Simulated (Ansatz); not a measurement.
(100) slab cut from the bulk of Ti, 15 Å of vacuum:

```
CELL_PARAMETERS angstrom
2.90765 0.00000 0.00000
0.00000 2.90765 0.00000
0.00000 0.00000 25.28009
ATOMIC_POSITIONS crystal
Ti 0.50000 0.50000 0.29668
Ti 0.00000 0.00000 0.37801
Ti 0.50000 0.50000 0.45934
Ti 0.00000 0.00000 0.54066
Ti 0.50000 0.50000 0.62199
Ti 0.00000 0.00000 0.70332
```

The calculation used DFT PBE, scalar-relativistic, plane waves, PAW (Ansatz). Plane waves to 420 eV, a k mesh through Γ of 12×12×1 on the computed 6-atom cell and Gaussian smearing (0.10 eV); no spin polarisation. The cell repeats along c with a dipole correction in the vacuum.

This base run converges in 10 iterations with a largest force of 0.725 eV/Å and a work function of 4.01 eV on the top face.

One setting at a time is then changed, some of them on purpose to poor values; changes count from the base run, energies are extrapolated to zero smearing, γ keeps the base's bulk energy, atoms stay where they are, and risky runs are capped at 50 to 100 iterations.

(1) What happens with field of 4.0 V/Å along c?

(2) What happens with occupations gaussian 0.01 eV?

(3) What happens with cutoff 120 eV?

(4) What happens with k mesh 1×12×1?

(5) What happens with cutoff 360 eV?

Spin polarisation was left out, and a magnetic state may lie lower. The smearing is narrow for a metal on this mesh. In some of the runs (field 4.0, cutoff 120, vacuum 7) charge leaks into the vacuum, so their work functions can be off.

## Answers

(1) It converges in 19 iterations; ΔE (meV/atom) -930.6, largest force (eV/Å) 0.711, largest change of a force (eV/Å) 0.337. The vacuum level falls under the Fermi level and electrons spill into the vacuum, so these numbers aren't the slab's own response.

(2) It converges in 14 iterations; ΔE (meV/atom) +1.7, Δγ (J/m²) +0.010, Δφ top (eV) -0.11, largest force (eV/Å) 0.754, largest change of a force (eV/Å) 0.029.

(3) It converges in 12 iterations; ΔE (meV/atom) +51502.3, Δφ top (eV) +0.98, largest force (eV/Å) 5.857, largest change of a force (eV/Å) 5.211.

(4) It converges in 15 iterations; ΔE (meV/atom) -686.5, Δγ (J/m²) -3.903, Δφ top (eV) +0.59, largest force (eV/Å) 0.697, largest change of a force (eV/Å) 1.343.

(5) It converges in 11 iterations; ΔE (meV/atom) +3.9, Δφ top (eV) 0.00, largest force (eV/Å) 0.724, largest change of a force (eV/Å) 0.001.

The reference crystal is the fcc form of Ti, which isn't its usual structure.

Cost: 9 runs of about 5.6 core-minutes in all, on AMD EPYC 7R43 (Zen 3) (shared hosts).